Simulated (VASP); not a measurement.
TiTe in VASP: convergence with SIGMA

Crystal: TiTe.

```
Ti Te
1.0
     0.00000    3.05007    3.05007
     3.05007    0.00000    3.05007
     3.05007    3.05007    0.00000
Ti Te
1 1
Cartesian
  3.0501 3.0501 3.0501
  0.0000 0.0000 0.0000
```

The cell comes from a database or a generator and needn't be the stable form of this composition.

| Property | Result |
| --- | --- |
| Program | VASP 6.6.1 |
| Task | single point |
| Functional | LDA |
| Potentials or basis | VASP PAW LDA potentials, release 64 (Ti, Te) |
| Cutoff | 500 eV |
| k mesh | 8 × 8 × 8 |
| Occupations | methfessel-paxton, width 0.3 eV |
| Spin | no spin polarisation |

These are the settings of the first run; the series varies SIGMA, with any setting tied to it.

Hardware: 1 thread of Intel(R) Xeon(R) 6975P-C (Granite Rapids), on a shared host.

The values tried are 0.3 eV, 0.2 eV, 0.15 eV, 0.1 eV, 0.05 eV, 0.02 eV, 0.01 eV, loosest first. From which on does the energy stay within 1 meV/atom of the tightest run that finished?

From 0.2 eV on.

```csv
SIGMA,"energy less the tightest run, at zero smearing (meV/atom)",pressure (GPa),SCF cycles,CPU time (s),peak memory (GiB)
0.3 eV,2.53,-14.82,15,6.7,0.16
0.2 eV,0.49,-14.86,15,6.7,0.16
0.15 eV,-0.17,-14.86,15,6.7,0.16
0.1 eV,-0.51,-14.86,15,6.7,0.16
0.05 eV,-0.34,-14.83,15,6.5,0.16
0.02 eV,-0.09,-14.78,14,6.1,0.16
0.01 eV,0.00,-14.80,15,6.4,0.16
```

Against the tightest run, the pressure stays within 0.1 GPa from 0.3 eV on. Narrower smearing needs a denser k mesh, so at a fixed mesh the narrowest width isn't the most accurate. The tightest run that finished is the yardstick and may itself not be fully converged.

Spin-orbit coupling is left out, which matters for the levels of Te.
